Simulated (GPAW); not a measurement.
# A Bi chain with one Ni atom in line: transmission at several levels

How well does a Bi chain with one Ni atom in line conduct at low bias, and how far do basis and functional move the answer?

Calculated with GPAW 26.7.0; GPAW LCAO, PAW setups; Landauer transmission from Green's functions with principal layers (ASE), zero bias.

### Step 1. The structure

The cell holds 9 atoms: 8 Bi and 1 Ni. Its edges and angles: a = 9.000 Å, b = 9.000 Å, c = 25.340 Å, α = 90.0°, β = 90.0°, γ = 90.0°. Regions: left lead, 4 atoms (4 Bi); channel, 1 atom (1 Ni); right lead, 4 atoms (4 Bi). Vacuum lies along a and b. The structure is stacked along c, and the current runs across the ab planes.

### Step 2. Double-zeta polarised basis

The script solves lead and junction separately, takes H and S in the orbital basis, and joins semi-infinite leads through their self-energies; the dzp basis is the working standard.

run.py reads:

```python
import json
import numpy as np
from ase import Atoms
from ase.transport.calculators import TransportCalculator
from gpaw import GPAW, FermiDirac
from gpaw.lcao.tools import get_lcao_hamiltonian
from scipy.linalg import eigh

# The junction with lead layers at both ends, along the third cell vector
device = Atoms(
    ['Bi', 'Bi', 'Bi', 'Bi', 'Ni', 'Bi', 'Bi', 'Bi', 'Bi'],
    positions=[
        [4.50000, 4.50000, 1.45000],
        [4.50000, 4.50000, 4.35000],
        [4.50000, 4.50000, 7.25000],
        [4.50000, 4.50000, 10.15000],
        [4.50000, 4.50000, 12.67010],
        [4.50000, 4.50000, 15.19020],
        [4.50000, 4.50000, 18.09020],
        [4.50000, 4.50000, 20.99020],
        [4.50000, 4.50000, 23.89020]],
    cell=[[9.0, 0.0, 0.0], [0.0, 9.0, 0.0], [0.0, 0.0, 25.3402]],
    pbc=True,
    magmoms=[0.0, 0.0, 0.0, 0.0, 1.0, 0.0, 0.0, 0.0, 0.0])

# One principal layer of the lead: the first 2 atoms of the device
lead = Atoms(
    ['Bi', 'Bi'],
    positions=[
        [4.50000, 4.50000, 1.45000],
        [4.50000, 4.50000, 4.35000]],
    cell=[[9.0, 0.0, 0.0], [0.0, 9.0, 0.0], [0.0, 0.0, 5.8]],
    pbc=True,
    magmoms=[0.0, 0.0])

settings = dict(mode='lcao', basis='dzp', xc='PBE', h=0.18,
                occupations=FermiDirac(0.1), maxiter=250,
                mixer=dict(beta=0.05, nmaxold=8, weight=100.0),
                convergence=dict(density=0.0001))
energies = np.arange(-3, 3 + 1e-9, 0.075)
eta = 0.0001
n1, n2 = 1, 1
# k and -k transmit alike, so half of the mesh across the current serves
mesh = [(i, j) for i in range(n1) for j in range(n2) if (i, j) <= (-i % n1, -j % n2)]
weights = np.array([1 if (i, j) == (-i % n1, -j % n2) else 2 for i, j in mesh]) / (n1 * n2)

# [... helper functions left out ...]
fermi_lead = ground_state(lead, (1, 1, 19), 'lead.txt')
fermi_device = ground_state(device, (1, 1, 3), 'device.txt')
# [... loop over the mesh left out, but for ...]
        # Shift the lead onto the potential of the device's first layer
        shift = ((H[:, 0, 0] - H0[:, 0, 0]) / S0[0, 0]).real.mean()
# [...]
kT = 8.617333e-5 * 200
bias = [0.1, 0.2, 0.5, 1.0, 1.5, 2.0]
# [... integrals and printing left out ...]
```

Run with:

```sh
$ OMP_NUM_THREADS=1 OPENBLAS_NUM_THREADS=1 python run.py
```

Output:

```text
basis functions: device 211, principal layer 46
Fermi level: lead -2.8497 eV, device -2.9261 eV; lead shifted by 0.0072 eV
largest coupling past the next layer 5.83e-06 eV, largest misfit of the first layer 0.026 eV
  E-E_F (eV)   T up        T down      channels up  channels down
    -3.000    8.8800e-01  8.2208e-01    1.0000    1.0000
    -2.925    8.7871e-01  8.1233e-01    1.0000    1.0000
    -2.850    8.7020e-01  8.0338e-01    1.0000    1.0000
    -2.775    8.6248e-01  7.9522e-01    1.0000    1.0000
    -2.700    8.5553e-01  7.8782e-01    1.0000    1.0000
    -2.625    8.4937e-01  7.8115e-01    1.0000    1.0000
    -2.550    8.4399e-01  7.7518e-01    1.0000    1.0000
    -2.475    8.3938e-01  7.6988e-01    1.0000    1.0000
    -2.400    8.3553e-01  7.6521e-01    1.0000    1.0000
    -2.325    8.3246e-01  7.6115e-01    1.0000    1.0000
    -2.250    8.3016e-01  7.5765e-01    1.0000    1.0000
    -2.175    8.2866e-01  7.5470e-01    1.0000    1.0000
    -2.100    8.2798e-01  7.5226e-01    1.0000    1.0000
    -2.025    8.2817e-01  7.5032e-01    1.0000    1.0000
    -1.950    8.2931e-01  7.4886e-01    1.0000    1.0000
    -1.875    8.3149e-01  7.4788e-01    1.0000    1.0000
[...]
2.475    7.2017e-01  6.8722e-01    1.0000    1.0000
     2.550    7.2208e-01  6.8905e-01    1.0000    1.0000
     2.625    7.2402e-01  6.9088e-01    1.0000    1.0000
     2.700    7.2599e-01  6.9274e-01    1.0000    1.0000
     2.775    7.2798e-01  6.9462e-01    1.0000    1.0000
     2.850    7.3001e-01  6.9654e-01    1.0000    1.0000
     2.925    7.3207e-01  6.9850e-01    1.0000    1.0000
     3.000    7.3418e-01  7.0050e-01    1.0000    1.0000
conductance at 200 K: 2.3076 G0 a cell; thermopower -0.2817 uV/K
current from the zero-bias T(E) at 0.1 V: 17.875 uA
current from the zero-bias T(E) at 0.2 V: 35.729 uA
current from the zero-bias T(E) at 0.5 V: 88.944 uA
current from the zero-bias T(E) at 1.0 V: 174.74 uA
current from the zero-bias T(E) at 1.5 V: 257.21 uA
current from the zero-bias T(E) at 2.0 V: 336.41 uA
```

Wall time 3.7 min (1 thread of Arm Neoverse N1, shared host); peak memory 1.5 GiB.

Numbers from this step:

* conductance: 2.308 G₀
* largest coupling past the next principal layer: 5.83e-6 eV
* largest misfit of the first principal layer: 0.02559 eV
* shift that aligns the lead: 0.007238 eV
* basis functions of the junction: 211
* basis functions of a principal layer: 46
* transmission at the Fermi level, spin up: 2.077
* lead channels, spin up: 3
* transmission at the Fermi level, spin down: 2.540
* lead channels, spin down: 3

Each spin. Table of transmission, zone mean by energy, zero at the Fermi level:

```csv
energy (eV),"T, spin up","T, spin down"
-3.00,0.888,0.822
-2.77,0.862,0.795
-2.55,0.844,0.775
-2.40,0.836,0.765
-2.17,0.829,0.755
-1.95,0.829,0.749
-1.73,0.840,0.747
-1.57,0.855,0.749
-1.35,1.24,2.75
-1.12,1.83,2.76
-0.90,1.09,2.79
-0.75,1.52,2.88
-0.53,1.79,2.14
-0.30,1.96,2.47
-0.07,2.06,2.53
0.00,2.08,2.54
0.07,2.09,2.54
0.23,2.10,2.52
0.30,2.10,2.50
0.53,2.06,2.41
0.75,1.97,2.28
0.90,1.89,2.18
1.12,1.73,1.99
1.35,1.49,1.71
1.57,1.16,1.26
1.73,0.858,0.854
1.95,0.707,0.674
2.17,0.713,0.680
2.40,0.718,0.685
2.55,0.722,0.689
2.77,0.728,0.695
3.00,0.734,0.701
```

Crossings of the lead's bands, unfolded to its shortest repeat. Table of open channels, zone mean by energy, zero at the Fermi level:

```csv
energy (eV),"channels, spin up","channels, spin down"
-3.00,1,1
-2.85,1,1
-2.70,1,1
-2.55,1,1
-2.33,1,1
-2.17,1,1
-2.02,1,1
-1.88,1,1
-1.73,1,1
-1.57,1,1
-1.35,3,3
-1.20,3,3
-1.05,3,3
-0.90,3,3
-0.75,3,3
-0.60,3,3
-0.38,3,3
-0.23,3,3
-0.07,3,3
0.00,3,3
0.07,3,3
0.23,3,3
0.38,3,3
0.60,3,3
0.75,3,3
0.90,3,3
1.05,3,3
1.20,3,3
1.35,3,3
1.57,3,3
1.73,3,3
1.88,1,1
2.02,1,1
2.17,1,1
2.33,1,1
2.55,1,1
2.70,1,1
2.85,1,1
3.00,1,1
```

Not self-consistent under bias; the bias window is split evenly. Current through one cell, from the zero-bias transmission against bias:

```csv
bias (V),"current through one cell, from the zero-bias transmission (μA)"
0.100,17.9
0.200,35.7
0.500,88.9
1.000,175
1.500,257
2.000,336
```

Transmission of the three most open eigenchannels against energy, zero at the Fermi level:

```csv
energy (eV),channel 1 up,channel 2 up,channel 3 up,channel 1 down,channel 2 down,channel 3 down
-3.0000,0.888,3.3e-12,0,0.822,3.5e-12,0
-2.7750,0.862,3.3e-12,0,0.795,3.5e-12,0
-2.4750,0.839,3.3e-12,0,0.770,3.4e-12,0
-2.2500,0.830,3.2e-12,0,0.758,3.4e-12,0
-2.0250,0.828,3.2e-12,0,0.750,3.4e-12,0
-1.7250,0.840,8.4e-12,8.4e-12,0.747,3.3e-12,0
-1.5000,0.867,3.8e-10,3.8e-10,0.751,4.2e-10,4.2e-10
-1.2750,0.931,0.281,0.281,0.995,0.995,0.762
-0.9750,0.487,0.487,0.175,0.983,0.983,0.806
-0.7500,0.554,0.554,0.409,0.971,0.971,0.937
-0.5250,0.615,0.615,0.563,0.967,0.967,0.207
-0.2250,0.685,0.685,0.626,0.972,0.972,0.559
0.0000,0.715,0.715,0.647,0.969,0.969,0.601
0.2250,0.721,0.721,0.660,0.951,0.951,0.621
0.5250,0.692,0.692,0.671,0.889,0.889,0.635
0.7500,0.678,0.647,0.647,0.820,0.820,0.643
0.9750,0.684,0.580,0.580,0.735,0.735,0.649
1.2750,0.691,0.445,0.445,0.657,0.579,0.579
1.5000,0.696,0.295,0.295,0.663,0.383,0.383
1.7250,0.702,0.0783,0.0783,0.669,0.0928,0.0928
2.0250,0.709,7.9e-12,7.9e-12,0.676,8.5e-12,8.5e-12
2.2500,0.715,2.1e-12,0,0.682,2.3e-12,0
2.4750,0.720,2.0e-12,0,0.687,2.2e-12,0
2.7750,0.728,1.9e-12,0,0.695,2.0e-12,0
3.0000,0.734,1.8e-12,0,0.701,1.9e-12,0
```

Site moment by atom:

```csv
atom,site moment (μB)
Bi1,-0.003
Bi2,-0.003
Bi3,0.002
Bi4,-0.025
Ni5,0.689
Bi6,-0.025
Bi7,0.002
Bi8,-0.003
Bi9,-0.003
```

Couplings past the next layer reach 5.8e-6 eV, small enough to drop; the matrix elements of the cell's first layer differ from the bulk lead's by up to 0.026 eV. That layer keeps its own values in the calculation, and only beyond it is the lead taken as perfect. The Fermi levels of lead and junction count from different zeros of potential, one for each periodic cell; with both set to zero, the small remaining shift is what aligns them. Without spin-orbit coupling, which is large for these atoms, channel counts and T are those of the scalar-relativistic bands. By hand: G = 2.308 × 77.48 μS = 179 μS, a resistance of 5.59 kΩ; at 0.1 V a linear junction would pass 17.9 μA, and the integral over the bias window gives 17.9 μA.

### Step 3. GPAW, szp: basis = "szp(dzp)"

The second zeta is dropped, the polarisation orbitals stay.

run.py, as its differences from that of step 2:

```diff
@@ -35,3 +35,3 @@
 
-settings = dict(mode='lcao', basis='dzp', xc='PBE', h=0.18,
+settings = dict(mode='lcao', basis='szp(dzp)', xc='PBE', h=0.18,
                 occupations=FermiDirac(0.1), maxiter=250,
```

Output:

```text
basis functions: device 127, principal layer 28
Fermi level: lead -2.9433 eV, device -2.9941 eV; lead shifted by 0.0176 eV
largest coupling past the next layer 5.75e-06 eV, largest misfit of the first layer 0.055 eV
  E-E_F (eV)   T up        T down      channels up  channels down
    -3.000    9.4077e-01  8.7325e-01    1.0000    1.0000
    -2.925    9.2787e-01  8.5764e-01    1.0000    1.0000
    -2.850    9.1549e-01  8.4312e-01    1.0000    1.0000
    -2.775    9.0376e-01  8.2969e-01    1.0000    1.0000
    -2.700    8.9279e-01  8.1733e-01    1.0000    1.0000
    -2.625    8.8263e-01  8.0599e-01    1.0000    1.0000
    -2.550    8.7334e-01  7.9565e-01    1.0000    1.0000
    -2.475    8.6492e-01  7.8624e-01    1.0000    1.0000
    -2.400    8.5740e-01  7.7771e-01    1.0000    1.0000
    -2.325    8.5079e-01  7.7000e-01    1.0000    1.0000
    -2.250    8.4510e-01  7.6307e-01    1.0000    1.0000
    -2.175    8.4035e-01  7.5686e-01    1.0000    1.0000
    -2.100    8.3656e-01  7.5131e-01    1.0000    1.0000
    -2.025    8.3379e-01  7.4638e-01    1.0000    1.0000
    -1.950    8.3212e-01  7.4203e-01    1.0000    1.0000
    -1.875    8.3164e-01  7.3822e-01    1.0000    1.0000
[...]
2.475    7.3123e-01  6.8601e-01    1.0000    1.0000
     2.550    7.3285e-01  6.8759e-01    1.0000    1.0000
     2.625    7.3449e-01  6.8920e-01    1.0000    1.0000
     2.700    7.3616e-01  6.9083e-01    1.0000    1.0000
     2.775    7.3786e-01  6.9250e-01    1.0000    1.0000
     2.850    7.3959e-01  6.9421e-01    1.0000    1.0000
     2.925    7.4134e-01  6.9595e-01    1.0000    1.0000
     3.000    7.4313e-01  6.9775e-01    1.0000    1.0000
conductance at 200 K: 2.4095 G0 a cell; thermopower -0.4607 uV/K
current from the zero-bias T(E) at 0.1 V: 18.666 uA
current from the zero-bias T(E) at 0.2 V: 37.317 uA
current from the zero-bias T(E) at 0.5 V: 93.012 uA
current from the zero-bias T(E) at 1.0 V: 183.59 uA
current from the zero-bias T(E) at 1.5 V: 272.52 uA
current from the zero-bias T(E) at 2.0 V: 355.67 uA
```

Wall time 8.7 min (1 thread); peak memory 1.5 GiB.

This step gave:

```yaml
conductance: 2.410 G₀
largest_coupling_past_the_next_principal_layer: 5.75e-6 eV
largest_misfit_of_the_first_principal_layer: 0.05542 eV
shift_that_aligns_the_lead: 0.01756 eV
basis_functions_of_the_junction: 127
basis_functions_of_a_principal_layer: 28
transmission_at_the_fermi_level_spin_up: 2.193
transmission_at_the_fermi_level_spin_down: 2.627
```

Each spin. Transmission, zone mean against energy, zero at the Fermi level:

```csv
energy (eV),"T, spin up","T, spin down"
-3.00,0.941,0.873
-2.85,0.915,0.843
-2.70,0.893,0.817
-2.55,0.873,0.796
-2.33,0.851,0.770
-2.17,0.840,0.757
-2.02,0.834,0.746
-1.88,0.832,0.738
-1.73,0.835,0.732
-1.57,0.847,0.728
-1.35,1.16,2.66
-1.20,1.62,2.69
-1.05,0.926,2.71
-0.90,1.48,2.73
-0.75,1.66,2.79
-0.60,1.79,2.91
-0.38,1.97,2.56
-0.23,2.07,2.61
-0.07,2.16,2.62
0.00,2.19,2.63
0.07,2.22,2.63
0.23,2.24,2.64
0.38,2.23,2.63
0.60,2.15,2.57
0.75,2.07,2.48
0.90,1.96,2.37
1.05,1.84,2.24
1.20,1.69,2.06
1.35,1.51,1.83
1.57,1.16,1.32
1.73,0.877,0.884
1.88,0.719,0.674
2.02,0.722,0.677
2.17,0.725,0.680
2.33,0.728,0.683
2.55,0.733,0.688
2.70,0.736,0.691
2.85,0.740,0.694
3.00,0.743,0.698
```

Crossings of the lead's bands, unfolded to its shortest repeat. Open channels, zone mean against energy, zero at the Fermi level:

```csv
energy (eV),"channels, spin up","channels, spin down"
-3.00,1,1
-2.77,1,1
-2.55,1,1
-2.40,1,1
-2.17,1,1
-1.95,1,1
-1.73,1,1
-1.57,1,1
-1.35,3,3
-1.12,3,3
-0.90,3,3
-0.75,3,3
-0.53,3,3
-0.30,3,3
-0.07,3,3
0.00,3,3
0.07,3,3
0.30,3,3
0.53,3,3
0.75,3,3
0.90,3,3
1.12,3,3
1.35,3,3
1.57,3,3
1.73,3,3
1.95,1,1
2.17,1,1
2.40,1,1
2.55,1,1
2.77,1,1
3.00,1,1
```

Not self-consistent under bias; the bias window is split evenly. Table of current through one cell, from the zero-bias transmission by bias:

```csv
bias (V),"current through one cell, from the zero-bias transmission (μA)"
0.100,18.7
0.200,37.3
0.500,93.0
1.000,184
1.500,273
2.000,356
```

The transmission of the three most open eigenchannels by energy, zero at the Fermi level:

```csv
energy (eV),channel 1 up,channel 2 up,channel 3 up,channel 1 down,channel 2 down,channel 3 down
-3.000,0.941,0,0,0.873,0,0
-2.475,0.865,0,0,0.786,0,0
-2.025,0.834,0,0,0.746,0,0
-1.500,0.859,1.3e-10,1.3e-10,0.726,2.3e-10,2.3e-10
-0.975,0.452,0.452,0.389,0.989,0.989,0.739
-0.525,0.657,0.597,0.597,0.997,0.997,0.312
0.000,0.752,0.752,0.689,0.997,0.997,0.634
0.525,0.741,0.741,0.699,0.975,0.975,0.649
0.975,0.705,0.598,0.598,0.826,0.826,0.657
1.500,0.713,0.288,0.288,0.666,0.422,0.422
2.025,0.722,9.1e-12,9.1e-12,0.677,1.0e-11,1.0e-11
2.475,0.731,0,0,0.686,0,0
3.000,0.743,0,0,0.698,0,0
```

Site moment by atom:

```csv
atom,site moment (μB)
Bi1,-0.003
Bi2,-0.005
Bi3,0.006
Bi4,-0.041
Ni5,0.959
Bi6,-0.041
Bi7,0.006
Bi8,-0.005
Bi9,-0.003
```

The conductance, 2.41 G₀, lies 4.4 % above that of the dzp run.

### Step 4. Minimal basis

One function for each valence shell of the setup, as for a first survey of a large system.

run.py, as its differences from that of step 3:

```diff
@@ -35,3 +35,3 @@
 
-settings = dict(mode='lcao', basis='szp(dzp)', xc='PBE', h=0.18,
+settings = dict(mode='lcao', basis='sz(dzp)', xc='PBE', h=0.18,
                 occupations=FermiDirac(0.1), maxiter=250,
```

Output:

```text
basis functions: device 84, principal layer 18
Fermi level: lead -2.7774 eV, device -2.8678 eV; lead shifted by 0.0112 eV
largest coupling past the next layer 5.39e-06 eV, largest misfit of the first layer 0.052 eV
  E-E_F (eV)   T up        T down      channels up  channels down
    -3.000    9.4348e-01  8.7231e-01    1.0000    1.0000
    -2.925    9.3175e-01  8.5767e-01    1.0000    1.0000
    -2.850    9.2043e-01  8.4398e-01    1.0000    1.0000
[...]
2.925    7.8135e-01  7.2337e-01    1.0000    1.0000
     3.000    7.8281e-01  7.2489e-01    1.0000    1.0000
conductance at 200 K: 2.4932 G0 a cell; thermopower -0.2722 uV/K
current from the zero-bias T(E) at 0.1 V: 19.315 uA
current from the zero-bias T(E) at 0.2 V: 38.62 uA
current from the zero-bias T(E) at 0.5 V: 96.366 uA
current from the zero-bias T(E) at 1.0 V: 191.24 uA
current from the zero-bias T(E) at 1.5 V: 283.61 uA
current from the zero-bias T(E) at 2.0 V: 370.23 uA
```

It took 7.7 min on 1 thread; peak memory 1.4 GiB.

This step gave:

```
conductance                                    : 2.493 G₀
largest coupling past the next principal layer : 5.39e-6 eV
largest misfit of the first principal layer    : 0.05246 eV
shift that aligns the lead                     : 0.01119 eV
basis functions of the junction                : 84
basis functions of a principal layer           : 18
transmission at the Fermi level, spin up       : 2.338
transmission at the Fermi level, spin down     : 2.650
```

The conductance, 2.49 G₀, lies 8.0 % above that of the dzp run.

### Step 5. revPBE in the dzp basis: xc = "revPBE"

Back in the dzp basis, the functional changes from PBE to revPBE, to set the spread between functionals beside that between bases.

run.py, as its differences from that of step 4:

```diff
@@ -35,3 +35,3 @@
 
-settings = dict(mode='lcao', basis='sz(dzp)', xc='PBE', h=0.18,
+settings = dict(mode='lcao', basis='dzp', xc='revPBE', h=0.18,
                 occupations=FermiDirac(0.1), maxiter=250,
```

Output:

```text
basis functions: device 211, principal layer 46
Fermi level: lead -2.7680 eV, device -2.8423 eV; lead shifted by 0.0098 eV
largest coupling past the next layer 5.82e-06 eV, largest misfit of the first layer 0.027 eV
  E-E_F (eV)   T up        T down      channels up  channels down
    -3.000    8.8751e-01  8.2071e-01    1.0000    1.0000
    -2.925    8.7814e-01  8.1062e-01    1.0000    1.0000
    -2.850    8.6956e-01  8.0139e-01    1.0000    1.0000
[...]
2.925    7.2980e-01  6.9364e-01    1.0000    1.0000
     3.000    7.3193e-01  6.9578e-01    1.0000    1.0000
conductance at 200 K: 2.2865 G0 a cell; thermopower -0.3532 uV/K
current from the zero-bias T(E) at 0.1 V: 17.712 uA
current from the zero-bias T(E) at 0.2 V: 35.403 uA
current from the zero-bias T(E) at 0.5 V: 88.127 uA
current from the zero-bias T(E) at 1.0 V: 173.12 uA
current from the zero-bias T(E) at 1.5 V: 254.75 uA
current from the zero-bias T(E) at 2.0 V: 333.18 uA
```

It took 6.9 min on 1 thread; peak memory 1.5 GiB.

Numbers from this step:

- conductance: 2.287 G₀
- largest coupling past the next principal layer: 5.82e-6 eV
- largest misfit of the first principal layer: 0.02704 eV
- shift that aligns the lead: 0.009812 eV
- basis functions of the junction: 211
- basis functions of a principal layer: 46
- transmission at the Fermi level, spin up: 2.036
- transmission at the Fermi level, spin down: 2.539

The conductance, 2.29 G₀, lies 0.9 % below that of the dzp run.

### Step 6. Cost and result by level

Times are for 1 thread of Arm Neoverse N1, shared host. The series side by side:

```csv
no.,run,conductance (G₀),time,memory (GiB)
1,dzp,2.308,3.7 min,1.5
2,szp,2.410,8.7 min,1.5
3,sz,2.493,7.7 min,1.4
4,dzp revPBE,2.287,6.9 min,1.5
```

### Step 7. The levels side by side

The curves are compared point by point over the common energies.

This step: comparison of transmission and cost over codes and levels (GPAW 26.7.0).

Ladder, by row:

```csv
step,code,T at the Fermi level (sum over the listed spins),conductance (G0),r.m.s. T(E) from the first,wall time (s),peak memory (GiB),threads
dzp,GPAW,4.617,2.308,0,219.2,1.53,1
szp,GPAW,4.821,2.41,0.311,523.3,1.51,1
sz,GPAW,4.987,2.493,0.3486,464.1,1.45,1
dzp-revPBE,GPAW,4.575,2.287,0.2168,415.8,1.54,1
```

Transmission, zone mean, sum over the listed spins against energy, zero at the Fermi level:

```csv
energy (eV),dzp,szp,sz,dzp-revPBE
-3.00,1.71,1.81,1.82,1.71
-2.77,1.66,1.73,1.74,1.65
-2.55,1.62,1.67,1.68,1.62
-2.25,1.59,1.61,1.62,1.58
-2.02,1.58,1.58,1.59,1.58
-1.80,1.58,1.57,1.58,1.58
-1.57,1.60,1.58,1.60,1.60
-1.35,3.98,3.82,4.10,3.95
-1.12,4.59,4.05,4.14,4.55
-1.05,4.56,3.63,4.27,4.46
-0.82,4.17,4.34,4.53,4.14
-0.68,4.56,4.59,4.91,4.51
-0.60,3.76,4.70,4.57,3.67
-0.38,4.33,4.53,4.81,4.27
-0.15,4.55,4.73,4.93,4.50
0.00,4.62,4.82,4.99,4.58
0.15,4.63,4.87,5.02,4.60
0.38,4.57,4.86,5.00,4.54
0.60,4.41,4.72,4.87,4.38
0.82,4.16,4.45,4.57,4.13
1.05,3.85,4.07,4.10,3.81
1.35,3.20,3.34,3.24,3.16
1.57,2.42,2.48,2.39,2.38
1.80,1.37,1.39,1.46,1.36
2.02,1.39,1.40,1.47,1.37
2.25,1.40,1.41,1.48,1.39
2.55,1.41,1.42,1.49,1.40
2.77,1.42,1.43,1.50,1.42
3.00,1.43,1.44,1.51,1.43
```

(Continued in part 2 of 2.)

[Logs are printed without paths, hosts, clocks, repeated set-up lines and the standing remarks that a program may print on its own settings, such as how far it seeks lower states.]

[Hosts, paths, dates, database ids (printed as entryN), source tags and the programs' standing remarks are cut or masked in the printed files.]
